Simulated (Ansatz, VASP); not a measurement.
# SiC (Moissanite 3C) in two plane-wave programs

One calculation is typed for both programs; each brings its own data sets. How far apart do they land? The cell is taken from a series of runs on this material, whose earlier steps may have relaxed, scaled, displaced or heated it; both programs get it as it stands.

Program: Ansatz 0.2.0. Level of theory: plane waves, with VASP 6.6.1 beside it; zone-centre phonons at LDA. Results are calculated unless marked as measured.

## (1) Set-up

Symmetry: Imm2, No. 44, orthorhombic system. The conventional cell has a = 3.063 Å, b = 3.092 Å, c = 4.313 Å, α = 90.00°, β = 90.00°, γ = 90.00°. Nearest to C lie 4 Si at 1.88 Å. Si has 4 C at 1.88 Å nearest. Farther neighbours are not listed.

## (2) VASP: zone-centre phonons, LDA, pair 1

Second derivatives magnify differences that forces hide, and they need a tight electronic threshold.

Lines of VASP's logs that name or quote its potential files are left out, and so is its time.

File INCAR:

```
SYSTEM = SiC
PREC = Accurate
ENCUT = 600
EDIFF = 1E-08
NELM = 120
ISMEAR = 0
SIGMA = 0.01
LREAL = .FALSE.
ALGO = Normal
GGA = CA
NBANDS = 10
LORBIT = 11
LWAVE = .FALSE.
LCHARG = .FALSE.
ISIF = 2
IBRION = 8
LASPH = .TRUE.
GGA_COMPAT = .FALSE.
EFERMI = MIDGAP
KPAR = 2
```

File POSCAR:

```
SiC
1.0
    0.0101529043      2.1760265661      2.1563213309
    2.1760265661      0.0101529043      2.1563213309
    2.1861794705      2.1861794705      0.0000000001
C Si
1 1
Direct
    0.7504674385      0.7504674385      0.7495325615
    0.9995325615      0.9995325615      0.0004674385
```

File KPOINTS:

```
Automatic mesh
0
Gamma
12 12 12
0 0 0
```

Potentials, in the order of the species: C and Si (LDA family, release 64).

On the command line:

```
$ mpirun -np 2 vasp_std
```

Numbers of over 12 decimals in the logs are rounded to 6 here.

What it wrote:

```text
[banner, memory and clock lines left out]
running    2 mpi-ranks, on    1 nodes
 distrk:  each k-point on    1 cores,    2 groups
 distr:  one band on    1 cores,    1 groups

 POSCAR found type information on POSCAR C Si
 POSCAR found :  2 types and       2 ions
 LDA part: xc-table for (Slater(with rela. corr.)+CA(PZ))
 , standard interpolation
 POSCAR, INCAR and KPOINTS ok, starting setup
 FFT: planning ... GRIDC
 FFT: planning ... GRID_SOFT
 FFT: planning ... GRID
 WAVECAR not read
 entering main loop
       N       E                     dE             d eps       ncg     rms          rms(c)
DAV:   1     0.312551170391E+01    0.31255E+01   -0.43684E+03  5848   0.761E+02
DAV:   2    -0.180822951088E+02   -0.21208E+02   -0.20291E+02  7418   0.118E+02
DAV:   3    -0.187132584998E+02   -0.63096E+00   -0.62985E+00  6596   0.178E+01
DAV:   4    -0.187161123069E+02   -0.28538E-02   -0.28536E-02  6444   0.150E+00
DAV:   5    -0.187161270119E+02   -0.14705E-04   -0.14705E-04  6550   0.992E-02    0.920E+00
DAV:   6    -0.167365024415E+02    0.19796E+01   -0.75321E+00  5872   0.132E+01    0.404E+00
DAV:   7    -0.166631055306E+02    0.73397E-01   -0.38412E-01  6604   0.388E+00    0.180E+00
DAV:   8    -0.166425395028E+02    0.20566E-01   -0.27030E-02  5992   0.107E+00    0.178E-01
DAV:   9    -0.166421725429E+02    0.36696E-03   -0.18149E-03  6876   0.249E-01    0.948E-02
DAV:  10    -0.166421873121E+02   -0.14769E-04   -0.11448E-04  5962   0.716E-02    0.318E-02
DAV:  11    -0.166421877405E+02   -0.42838E-06   -0.33045E-06  6712   0.124E-02    0.134E-02
DAV:  12    -0.166421875131E+02    0.22738E-06   -0.67295E-07  5840   0.434E-03    0.777E-04
DAV:  13    -0.166421875117E+02    0.13888E-08   -0.42563E-08  6274   0.134E-03
   1 F= -.16642188E+02 E0= -.16642188E+02  d E =0.000000E+00
 Linear response reoptimize wavefunctions to high precision
DAV:   1    -0.166421875117E+02   -0.26944E-10   -0.56930E-10  3922   0.185E-04
 Linear response DOF=           4
 Linear response progress:
  Degree of freedom:   1/  4
       N       E                     dE             d eps       ncg     rms          rms(c)
RMM:   1    -0.126589735779E+00   -0.12659E+00    0.54456E-02 38709   0.209E+00
RMM:   2    -0.123335283236E+00    0.32545E-02   -0.25164E-03 26543   0.410E-01    0.207E-01
RMM:   3    -0.123359575882E+00   -0.24293E-04   -0.78310E-04 26280   0.174E-01    0.102E-01
RMM:   4    -0.124404814541E+00   -0.10452E-02   -0.60274E-04 26595   0.145E-01    0.187E-02
RMM:   5    -0.124382692569E+00    0.22122E-04   -0.78960E-06 27967   0.213E-02    0.182E-03
RMM:   6    -0.124390882011E+00   -0.81894E-05   -0.11108E-07 28895   0.244E-03    0.884E-04
RMM:   7    -0.124386378036E+00    0.45040E-05   -0.80530E-09 28660   0.502E-04    0.978E-05
RMM:   8    -0.124387123261E+00   -0.74523E-06    0.62225E-09 29109   0.115E-04    0.285E-05
RMM:   9    -0.124387062004E+00    0.61257E-07    0.19517E-08 30562   0.378E-05    0.334E-06
RMM:  10    -0.124387078669E+00   -0.16664E-07   -0.10258E-10 29236   0.174E-05    0.188E-06
RMM:  11    -0.124387077779E+00    0.88916E-09    0.13926E-08 24240   0.148E-05    0.156E-07
 first order change of Fermi-energy   0.75827E-04
 force on displaced ion       1 direction 1 : -19.408   0.276  -0.000
 Linear response progress:
  Degree of freedom:   2/  4
       N       E                     dE             d eps       ncg     rms          rms(c)
RMM:   1    -0.126543965138E+00   -0.12654E+00    0.52692E-02 12262   0.208E+00
RMM:   2    -0.123373323109E+00    0.31706E-02   -0.24821E-03  8553   0.406E-01    0.206E-01
RMM:   3    -0.123408449164E+00   -0.35126E-04   -0.76830E-04  8410   0.173E-01    0.101E-01
RMM:   4    -0.124451842600E+00   -0.10434E-02   -0.58446E-04  8480   0.144E-01    0.186E-02
RMM:   5    -0.124433793999E+00    0.18049E-04   -0.83039E-06  8957   0.214E-02    0.177E-03
RMM:   6    -0.124440926128E+00   -0.71321E-05   -0.97809E-08  9231   0.238E-03    0.867E-04
RMM:   7    -0.124436656825E+00    0.42693E-05   -0.11015E-08  9174   0.486E-04    0.118E-04
RMM:   8    -0.124437290153E+00   -0.63333E-06   -0.14362E-09  9268   0.115E-04    0.270E-05
RMM:   9    -0.124437140396E+00    0.14976E-06   -0.57475E-10  9682   0.333E-05    0.764E-06
RMM:  10    -0.124437192307E+00   -0.51912E-07   -0.14028E-09  9607   0.173E-05    0.177E-06
RMM:  11    -0.124437192547E+00   -0.23941E-09    0.21992E-09  8537   0.115E-05    0.191E-07
 first order change of Fermi-energy  -0.91355E-01
 force on displaced ion       1 direction 3 :   0.000   0.000 -19.325
 Linear response progress:
  Degree of freedom:   3/  4
       N       E                     dE             d eps       ncg     rms          rms(c)
RMM:   1    -0.165001992189E-01   -0.16500E-01   -0.77051E-03 41907   0.877E-01
RMM:   2    -0.143824275154E-01    0.21178E-02   -0.59172E-04 26721   0.195E-01    0.132E-01
RMM:   3    -0.142894418061E-01    0.92986E-04   -0.48799E-05 27332   0.478E-02    0.750E-02
RMM:   4    -0.143583653492E-01   -0.68924E-04   -0.48564E-05 27540   0.467E-02    0.876E-03
RMM:   5    -0.143483117543E-01    0.10054E-04   -0.10775E-06 28074   0.779E-03    0.131E-03
RMM:   6    -0.143461331753E-01    0.21786E-05   -0.13229E-08 28703   0.761E-04    0.635E-04
RMM:   7    -0.143447909679E-01    0.13422E-05   -0.21972E-08 28729   0.243E-04    0.755E-05
RMM:   8    -0.143448640132E-01   -0.73045E-07    0.20030E-09 29913   0.439E-05    0.195E-05
RMM:   9    -0.143448894070E-01   -0.25394E-07   -0.30037E-09 29960   0.167E-05    0.322E-06
RMM:  10    -0.143448818077E-01    0.75993E-08    0.50391E-09 28300   0.681E-06    0.100E-06
 first order change of Fermi-energy   0.27292E-05
 force on displaced ion       2 direction 1 : -19.410   0.275   0.000
 Linear response progress:
  Degree of freedom:   4/  4
       N       E                     dE             d eps       ncg     rms          rms(c)
RMM:   1    -0.161007358936E-01   -0.16101E-01   -0.61908E-03 13110   0.866E-01
RMM:   2    -0.142749915091E-01    0.18257E-02   -0.57964E-04  8614   0.189E-01    0.130E-01
RMM:   3    -0.141767266360E-01    0.98265E-04   -0.48293E-05  8754   0.468E-02    0.744E-02
RMM:   4    -0.142388536097E-01   -0.62127E-04   -0.46284E-05  8843   0.459E-02    0.865E-03
RMM:   5    -0.142296807504E-01    0.91729E-05   -0.10535E-06  8973   0.738E-03    0.143E-03
RMM:   6    -0.142270088516E-01    0.26719E-05   -0.28570E-08  9184   0.973E-04    0.692E-04
RMM:   7    -0.142256808717E-01    0.13280E-05   -0.25858E-08  9142   0.270E-04    0.141E-04
RMM:   8    -0.142254809804E-01    0.19989E-06   -0.48853E-09  9521   0.604E-05    0.259E-05
RMM:   9    -0.142255424258E-01   -0.61445E-07   -0.17770E-09  9470   0.217E-05    0.307E-06
RMM:  10    -0.142255328317E-01    0.95941E-08   -0.17241E-10  9126   0.822E-06    0.140E-06
 first order change of Fermi-energy   0.92164E-01
 force on displaced ion       2 direction 3 :   0.000   0.000 -19.326
 Linear response finished
```

Parts of OUTCAR (step 2):

```text
ion  position               nearest neighbor table
   1  0.750  0.750  0.750-   2 1.88   2 1.88   2 1.88   2 1.88
   2  1.000  1.000  0.000-   1 1.88   1 1.88   1 1.88   1 1.88

  LATTYP: Found a body centered orthorhombic cell.
 ALAT       =     3.0630079069
 B/A-ratio  =     1.0093753431
 C/A-ratio  =     1.4079763399

 Subroutine GETGRP returns: Found  4 space group operations
 (whereof  4 operations were pure point group operations)

The static configuration has the point symmetry C_2v.

 Found    280 irreducible k-points:

   k-points           NKPTS =    280   k-points in BZ     NKDIM =    280   number of bands    NBANDS=     10

   dimension x,y,z NGX =    24 NGY =   24 NGZ =   28
   dimension x,y,z NGXF=    48 NGYF=   48 NGZF=   56

   ENCUT  =  600.0 eV  44.10 Ry    6.64 a.u.   6.12  6.12  6.17*2*pi/ulx,y,z

   NELECT =       8.0000    total number of electrons

 k-points in reciprocal lattice and weights: Automatic mesh
   0.00000000  0.00000000  0.00000000       0.001
   0.08333333  0.00000000  0.00000000       0.002
   0.16666667  0.00000000  0.00000000       0.002
   0.25000000  0.00000000 -0.00000000       0.002
   0.33333333  0.00000000  0.00000000       0.002
   0.41666667  0.00000000  0.00000000       0.002
   0.50000000  0.00000000 -0.00000000       0.001
   0.08333333  0.08333333  0.00000000       0.001
   0.16666667  0.08333333 -0.00000000       0.002
[...]
0.25000000  0.25000000  0.50000000       0.001
  -0.25000000  0.25000000  0.50000000       0.001

 average (electrostatic) potential at core
       1 -48.8459       2 -81.7489

  Total       -0.2637683     -0.2637683      0.0298359     -0.2951562     -0.0000000     -0.0000000
  in kB      -20.6952553    -20.6952553      2.3409253    -23.1579512     -0.0000000     -0.0000000
  external PRESSURE =     -13.0165284 kB  Pullay stress =       0.0000000 kB

  energy-cutoff  :      600.00
  volume of cell :       20.42
      direct lattice vectors                 reciprocal lattice vectors
     0.010152904  2.176026566  2.156321331    -0.230853724  0.230853724  0.231876387
     2.176026566  0.010152904  2.156321331     0.230853724 -0.230853724  0.231876387
     2.186179470  2.186179470  0.000000000     0.228709494  0.228709494 -0.231876387

 POSITION                                       TOTAL-FORCE (eV/Angst)
 -----------------------------------------------------------------------------------
      3.27927      3.27927      3.23650        -0.000000     -0.000000      0.000339
      2.18618      2.18618      4.31063         0.000000      0.000000     -0.000339
 -----------------------------------------------------------------------------------
    total drift:                               -0.000000     -0.000000     -0.000025

 Eigenvectors and eigenvalues of the dynamical matrix
 ----------------------------------------------------

   1 f  =   23.912806 THz   150.248594 2PiTHz  797.645362 cm-1    98.895376 meV
             X         Y         Z           dx          dy          dz
      3.279269  3.279269  3.236498    -0.591794    0.591794    0.000000
      2.186179  2.186179  4.310627     0.387014   -0.387014   -0.000000

   2 f  =   23.693959 THz   148.873536 2PiTHz  790.345404 cm-1    97.990297 meV
             X         Y         Z           dx          dy          dz
      3.279269  3.279269  3.236498    -0.000000   -0.000000    0.836917
      2.186179  2.186179  4.310627     0.000000    0.000000   -0.547329

   3 f  =   23.575684 THz   148.130391 2PiTHz  786.400171 cm-1    97.501151 meV
             X         Y         Z           dx          dy          dz
      3.279269  3.279269  3.236498    -0.591782   -0.591782   -0.000000
      2.186179  2.186179  4.310627     0.387033    0.387033    0.000000

   4 f/i=    0.000114 THz     0.000718 2PiTHz    0.003812 cm-1     0.000473 meV
             X         Y         Z           dx          dy          dz
      3.279269  3.279269  3.236498    -0.387015    0.387014    0.000000
      2.186179  2.186179  4.310627    -0.591794    0.591794    0.000000

   5 f/i=    0.000348 THz     0.002187 2PiTHz    0.011609 cm-1     0.001439 meV
             X         Y         Z           dx          dy          dz
      3.279269  3.279269  3.236498     0.000000   -0.000000    0.547329
      2.186179  2.186179  4.310627     0.000000   -0.000000    0.836917

   6 f/i=    0.000832 THz     0.005225 2PiTHz    0.027740 cm-1     0.003439 meV
             X         Y         Z           dx          dy          dz
      3.279269  3.279269  3.236498    -0.387032   -0.387033    0.000000
      2.186179  2.186179  4.310627    -0.591782   -0.591782    0.000000

 ELASTIC MODULI CONTR FROM IONIC RELAXATION (kBar)
 Direction    XX          YY          ZZ          XY          YZ          ZX
 --------------------------------------------------------------------------------
 XX          -0.4069     -0.4069     -0.5580     10.3839     -0.0000      0.0000
 YY          -0.4069     -0.4069     -0.5580     10.3839      0.0000     -0.0000
 ZZ          -0.5580     -0.5580     -0.7652     14.2388     -0.0000     -0.0000
 XY          10.3839     10.3839     14.2388   -264.9692     -0.0000     -0.0000
 YZ          -0.0000      0.0000     -0.0000     -0.0000   -261.1528     22.4747
 ZX           0.0000     -0.0000     -0.0000     -0.0000     22.4747   -255.2402
 --------------------------------------------------------------------------------
```

The gap is read on the k-mesh alone, so it is an upper bound where the band edges lie off the mesh. Energies printed during the response cycles are not total energies of the cell.

## (3) Ansatz: zone-centre phonons, LDA, pair 1

Ansatz runs on its PAW soft_1 files.

The same cell, functional (in two slightly different forms) and mesh now go to Ansatz, which takes its cutoff from its data sets.

File input.yaml:

```yaml
crystal:
  lattice:
    - [0.0101529043, 2.1760265661, 2.1563213309]
    - [2.1760265661, 0.0101529043, 2.1563213309]
    - [2.1861794705, 2.1861794705, 1.0e-10]
  atoms:
    - { symbol: C, position: [0.7504674385, 0.7504674385, 0.7495325615] }
    - { symbol: Si, position: [-0.0004674385, -0.0004674385, 0.0004674385] }
kpoints:
  mp_grid: { grid: [12, 12, 12] }
hamiltonian:
  xc: lda
  pseudopotentials: { kind: paw, azcp: { folder: soft_1 }, xc_functional: pbe }
scf:
  occupations: { method: fixed }
output:
  eigenvalues: true
phonons:
  method: dfpt
```

On the command line:

```
$ ansatz run input.yaml --threads 4 --pin off --max-ram 10240MiB --backend cpu --events-out ev --progress --plain --runs-dir out
```

What it wrote:

```text
zone centre: on kpoints.mp_grid the ground state, and the responses unless they are solved on pairs of k-points, stand on 476 of the mesh's 1728 k-points, reduced under 2 symmetry operations, with k and −k counted as one. Each operation leaves every solved displacement unchanged or reverses it
Engine: ansatz 0.2.0, aarch64-unknown-linux-gnu
Pseudopotentials: kind: paw
Pseudopotential: C, paw, valence charge 4, recommended cutoff 420 eV (normal), soft_1/C.paw.azcp
Pseudopotential: Si, paw, valence charge 4, recommended cutoff 420 eV (normal), soft_1/Si.paw.azcp
Functional definition: SPW92
  exchange = slater_x
  correlation = pw_c
Crystal: 2 atoms, lattice volume = 20.420 Å³
Basis set: ecut = 420 eV, 411 PW (Γ), exchange–correlation on 48×48×48 points (8 copies of the dense FFT grid, shifted against one another)
Bands: 8, of which v1, the nominal top of the filled ones, is band 4 counted from 1 (3 counted from 0)
Symmetry: 4 space group operations
k-points: 476 of 1728 (irreducible under 2 space group operations, time reversal used)
Non-local potential: C, projectors of the file, l = 0: 2, l = 1: 2, l = 2: 1
Non-local potential: Si, projectors of the file, l = 0: 2, l = 1: 2, l = 2: 1
PAW form: soft (Blöchl's): semilocal exchange-correlation on the pseudo side does not see the compensation charge
PAW frozen core: C, regenerated for the run's functional, and the local potential with it (the file was generated under x = pbe(κ = 0.804, μ = 0.219515), c = pbe(β = 0.066725))
PAW frozen core: Si, regenerated for the run's functional, and the local potential with it (the file was generated under x = pbe(κ = 0.804, μ = 0.219515), c = pbe(β = 0.066725))
PAW one-centre angular grid: C, 110 points (default); XC on 64 Gauss nodes
PAW one-centre angular grid: Si, 110 points (default); XC on 64 Gauss nodes
Initial density: superposition of atomic densities (chi_scale 0.1, normalization cell, long waves kept (reshape's long-wave potential 0.00 eV rms))
Initial wavefunctions: pseudopotential atomic-orbital guess
Functional: x = slater, c = lda
SCF iter   1: F=—  HF=-853.776800 eV  |F-HF|=—  |Δ(HF+E_count)|=         —  Δρ=1.40e-1  dr2=4.85e0  ethr=3.10e-3  ⟨swp⟩=4.5  Hψ=26573  notcnv=0  defer=527
preconditioner: auto → none  [insulator: Δε(μ)=3.255 eV  Ē_g=14.792 eV  n_scr=0 (ndim 8)  ℏωp=23.2 eV  f_vac=0.000  ε∞_Penn≈3.5]
SCF iter   2: F=—  HF=-852.310480 eV  |F-HF|=—  |Δ(HF+E_count)|=    1.47e0  Δρ=5.06e-2  dr2=3.43e-1  ethr=3.10e-3  ⟨swp⟩=3.0  Hψ=12196  notcnv=0  defer=917
SCF iter   3: F=—  HF=-852.210781 eV  |F-HF|=—  |Δ(HF+E_count)|=   9.97e-2  Δρ=1.89e-2  dr2=3.81e-2  ethr=3.10e-3  ⟨swp⟩=2.3  Hψ=7014  notcnv=0  defer=910
SCF iter   4: F=—  HF=-852.202116 eV  |F-HF|=—  |Δ(HF+E_count)|=   8.67e-3  Δρ=1.38e-3  dr2=1.91e-4  ethr=4.77e-4  ⟨swp⟩=2.0  Hψ=4762  notcnv=0  defer=945
SCF iter   5: F=—  HF=-852.202184 eV  |F-HF|=—  |Δ(HF+E_count)|=   6.85e-5  Δρ=1.64e-4  dr2=1.78e-6  ethr=2.39e-6  ⟨swp⟩=2.3  Hψ=5995  notcnv=0  defer=948
SCF iter   6: F=—  HF=-852.202186 eV  |F-HF|=—  |Δ(HF+E_count)|=   1.47e-6  Δρ=3.27e-5  dr2=1.04e-7  ethr=2.23e-8  ⟨swp⟩=2.2  Hψ=5753  notcnv=0  defer=125
SCF iter   7: F=—  HF=-852.202186 eV  |F-HF|=—  |Δ(HF+E_count)|=   2.35e-7  Δρ=5.11e-6  dr2=2.14e-9  ethr=1.31e-9  ⟨swp⟩=2.0  Hψ=5233  notcnv=0  defer=4
SCF iter   8: F=—  HF=-852.202186 eV  |F-HF|=—  |Δ(HF+E_count)|=  3.50e-10  Δρ=1.31e-6  dr2=1.24e-10  ethr=1.25e-12  ⟨swp⟩=7.7  Hψ=24678  notcnv=0
SCF iter   9: F=-852.202186 eV  HF=-852.202186 eV  |F-HF|=1.14e-13  |Δ(HF+E_count)|=  2.61e-12  Δρ=3.31e-8  dr2=1.02e-13  ethr=1.25e-12  ⟨swp⟩=5.5  Hψ=13615  notcnv=0
SCF 1 converged in 9 iterations: F = -852.202186 eV  dr2 = 1.02e-13
  greatest PAW one-centre occupation: 0.641 electrons in one spin orbital (limit 2), on the C atom at site 0 (counted from 0), in its partial waves of l = 0
DFPT response loops at Γ: preconditioner auto → none (the input reference at scf.mixing.eps_inf says where Resta's filter doesn't serve); β = 0.50; Broyden in place of MSR1
SCF converged after 9 iterations
Free energy (F): -852.202186 eV
Harris-Foulkes:  -852.202186 eV  (|F-HF|=1.14e-13)
Internal energy: -852.202186 eV  (E = F + TS)
E sigma→0 (E₀):  -852.202186 eV
Fermi energy:    9.452797 eV
--- Per-component energies (eV) ---
  E_band       = 28.093689
  E_kinetic    = 133.954391
  E_local      = -96.262966  (includes V_loc(G=0)·N_el)
  E_nonlocal   = 47.315806
  E_hartree    = 31.397919
  E_xc         = -105.086699
  E_vxc        = -108.968411  (∫ρ·V_xc dr)
  E_paw        = -577.623609  (= ΣΔE_a)
  E_vpaw       = -10.741017  (= ΣTr[D̂ρ^β])
  E_aug_tail   = 0.000047  (compensation charges beyond the density's cutoff)
  E_ewald      = -286.044239
  E_core_change = 0.147163  (= ΣΔE_core)
  E_smearing   = -0.000000  (= −TS)
  E_closure    = -0.000000  (closes the sum)
  Σ components = -852.202186   (vs F -852.202186, Δ=0.00e0)
--- Band table (eV; the first three rows and the last of 476) ---
  k-point 0: bands = ["-6.0150", "9.3480", "9.4382", "9.4528", "15.8030", "16.6094", "16.7093", "16.8071"]
  k-point 1: bands = ["-5.8783", "8.6538", "9.3307", "9.3401", "16.0527", "16.7761", "16.8622", "16.9756"]
  k-point 2: bands = ["-5.4720", "7.0072", "9.0970", "9.1057", "15.8771", "17.1855", "17.2888", "17.7452"]
  k-point 475: bands = ["-0.8024", "1.6271", "6.0420", "6.2079", "10.6589", "13.5541", "23.3406", "23.3645"]
--- Phonons (Γ-DFPT): 4 representative perturbations + reference, on 476 of 1728 k-points (Σ response iterations 12) ---
  k mesh reduced under 2 symmetry operations, with k and −k counted as one. Each operation leaves every solved displacement unchanged or reverses it
  ASR residual: 2.399e-5 → 0.000e0 eV/Å²; symmetrization residual: 3.399e-7 eV/Å²
  ASR residual per site (eV/Å²): 2.40e-5 4.98e-6
  Γ frequencies (cm⁻¹): 0.00 0.00 0.00 786.47 790.43 797.70
  non-analytic LO–TO correction: not included (Born effective charges unavailable; polar crystals: no LO–TO splitting at Γ)
```

## (4) Differences

Known differences besides the potentials themselves: the two LDA forms differ slightly; fixed occupations in Ansatz, narrow Gaussian smearing in VASP; the cutoff is 420 eV in Ansatz and 600 eV in VASP; VASP's log shows a relativistic correction to its local exchange, Ansatz's none. Total energies have different zeros and are not compared.

Compared:

```tsv
quantity	Ansatz	VASP	difference
optical mode 1 (cm⁻¹)	786.5	786.4	+0.01 %
optical mode 2 (cm⁻¹)	790.4	790.3	+0.01 %
optical mode 3 (cm⁻¹)	797.7	797.6	+0.01 %
```

Modes are paired by rising frequency, not by their patterns, so a pair may set unlike modes beside each other; they are those without the splitting of longitudinal modes.

(Continued in part 2 of 2.)

[Lines on the potential files, build, host, timing and source positions are cut from VASP's logs without a mark.]

[Logs are printed without paths, hosts, clocks, repeated set-up lines and the standing remarks that a program may print on its own settings, such as how far it seeks lower states.]

[Hosts, paths, dates, database ids (printed as entryN), source tags and the programs' standing remarks are cut or masked in the printed files.]
